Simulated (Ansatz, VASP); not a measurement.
## One calculation of Y, two programs

INCAR

```
ALGO = Normal ; EDIFF = 1E-6
ENCUT = 520 ; GGA = RP
ISIF = 2 ; ISMEAR = -1
LASPH = True ; LCHARG = False
LREAL = False ; LWAVE = False
NBANDS = 12 ; NELM = 60
PREC = Accurate ; SIGMA = 0.1
```

KPOINTS

```
k-points
0
Gamma
  12 12 12
```

Contents of POSCAR:

```
Y
1.0
   -2.1031407396      2.1031407396      2.1031407396
    2.1031407396     -2.1031407396      2.1031407396
    2.1031407396      2.1031407396     -2.1031407396
Y
1
Direct
    0.0000000000      0.0000000000      0.0000000000
```

Input for Ansatz:

```yaml
crystal:
  lattice:
    - [-2.1031407396, 2.1031407396, 2.1031407396]
    - [2.1031407396, -2.1031407396, 2.1031407396]
    - [2.1031407396, 2.1031407396, -2.1031407396]
  atoms:
    - { symbol: "Y", position: [0.0, 0.0, 0.0] }
hamiltonian:
  xc: rpbe
  pseudopotentials:
    kind: paw
    azcp:
      "Y": "pseudopotentials/Y.paw.azcp"
basis:
  ecutwfc: 420
  fft_grid_basis: typed
kpoints:
  mp_grid: { grid: [12, 12, 12], shift: [0, 0, 0] }
magnetization:
  spin_polarized: false
scf:
  occupations: { method: fermi_dirac, width: 0.1 }
  lower_state_search: "off"
output:
  stress: true
  write_density: true
  write_potential: true
  elf: true
  volumetric_format: npy
```

Alike in both runs: task single point; functional RPBE; k mesh 12 × 12 × 12; occupations fermi-dirac, width 0.1 eV; no spin polarisation.

```csv
,VASP,Ansatz
version,VASP 6.6.1,Ansatz 0.2.0
potentials or method,"VASP PAW PBE potentials, release 64 (Y_sv)","plane waves (420 eV) with PAW, scalar-relativistic"
plane-wave cutoff (eV),520,420
valence electrons in the cell,11,11
```

Ansatz gave:

```
pressure (GPa) : -2.5
```

Q: What did VASP give for the same quantities?

A: Pressure (GPa): -2.6.

The functional is the same, so the differences come from potentials, cutoffs and numerics.

Caveats: the PAW data sets were made with another functional, which shifts forces and pressure a little (VASP).
